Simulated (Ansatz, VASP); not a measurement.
**Two plane-wave programs on Mo**

```
Mo
1.0
     2.55787    0.00000    0.00000
     0.00000    2.55787    0.00000
     0.00000    0.00000    2.55787
Mo
1
Direct
  0.00000 0.00000 0.00000
```

Alike in both runs: task single point; functional LDA; k mesh 12 × 12 × 12; occupations fermi-dirac, width 0.1 eV; non-collinear spin, spin-orbit coupling.

|  | VASP | Ansatz |
| --- | --- | --- |
| version | VASP 6.6.1 | Ansatz 0.2.0 |
| potentials or method | VASP PAW LDA potentials, release 64 (Mo_sv) | plane waves (420 eV) with PAW, fully relativistic with spin-orbit coupling |
| plane-wave cutoff (eV) | 520 | 420 |
| valence electrons in the cell | 14 | 14 |

```csv
,VASP,Ansatz,Ansatz less VASP
net moment per atom (μB),0.00,0.00,0.000
```

Ansatz warned: «pseudo_functional_mismatch».
